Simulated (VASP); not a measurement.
## Ti: single point with PBE

Crystal: Ti.

```
CELL_PARAMETERS angstrom
2.95000 0.00000 0.00000
-1.47500 2.55477 0.00000
0.00000 0.00000 4.68000
ATOMIC_POSITIONS crystal
Ti 0.66667 0.33333 0.75000
Ti 0.33333 0.66667 0.25000
```

```
Program                : VASP 6.6.1
Task                   : single point
Functional             : PBE
Potentials or basis    : VASP PAW PBE potentials, release 54 (Ti_sv)
Cutoff                 : 520 eV
k mesh                 : 10 × 10 × 6
Occupations            : gaussian, width 0.05 eV
Spin                   : no spin polarisation
Further INCAR settings : ALGO = Normal; EDIFF = 1e-06; NBANDS = 19
```

- Pressure: -1.7 GPa
- Band gap on the k mesh: none (metal or under the smearing width)

Stress tensor (GPa, compression positive):
```
-1.58  0.00  0.00
 0.00 -1.58  0.00
 0.00  0.00 -1.88
```

Levels at points of the mesh, in eV from the Fermi level:
| k point | band 8 | band 9 | band 10 | band 11 | band 12 | band 13 | band 14 | band 15 | band 16 | band 17 |
| --- | --- | --- | --- | --- | --- | --- | --- | --- | --- | --- |
| (0.00, 0.00, 0.00) | -32.74 | -6.16 | -2.64 | 0.73 | 0.78 | 0.78 | 0.88 | 1.26 | 1.26 | 1.62 |
| (0.50, 0.00, 0.00) | -32.80 | -2.31 | -2.10 | -1.79 | -0.62 | 0.50 | 0.62 | 1.16 | 3.29 | 3.51 |
| (0.00, 0.00, 0.50) | -32.78 | -4.32 | -4.32 | 0.09 | 0.09 | 0.69 | 0.69 | 0.69 | 0.69 | 2.76 |
| (0.50, 0.00, 0.50) | -32.89 | -2.49 | -2.49 | -0.78 | -0.78 | 1.30 | 1.30 | 1.72 | 1.72 | 3.43 |

It took 20 s on 1 thread of AMD EPYC 9R45 (Zen 5), with other jobs on the host, peak memory 0.13 GiB.
